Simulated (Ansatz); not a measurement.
CuI (Marshite):

```xyz
2
Lattice="0.0000 3.0315 3.0315 3.0315 0.0000 3.0315 3.0315 3.0315 0.0000" Properties=species:S:1:pos:R:3 pbc="T T T"
I     0.0000    0.0000    0.0000
Cu    4.5473    4.5473    4.5473
```

```yaml
Program: Ansatz 0.2.0
Task: relaxation of cell and atoms
Functional: PBE
Dispersion: D3(BJ)
Potentials_or_basis: all-electron LAPW, scalar-relativistic
Basis_error_allowed: 0.001 eV/atom
k_mesh: 8 × 8 × 8
Occupations: fermi-dirac, width 0.05 eV
Spin: no spin polarisation
```

At the start: volume 27.86 Å³/atom.

Question: Where does the relaxation end?

Answer: Over 3 steps the energy falls by 7.8 meV/atom and the volume is 26.62 Å³/atom (-4.4 %); space group F-43m (No. 216, to 0.05 Å).

The path:
| step | energy change (eV) | largest force (eV/Å) | volume (Å³) |
| --- | --- | --- | --- |
| 1 | 0.0000 | 0.0000 | 55.72 |
| 2 | -0.0157 | 0.0000 | 53.24 |
| 3 | -0.0157 | 0.0000 | 53.24 |

Final structure:
```
I Cu
1.0
     0.00000    2.98592    2.98592
     2.98592    0.00000    2.98592
     2.98592    2.98592    0.00000
I Cu
1 1
Direct
  0.00000 0.00000 0.00000
  0.75000 0.75000 0.75000
```
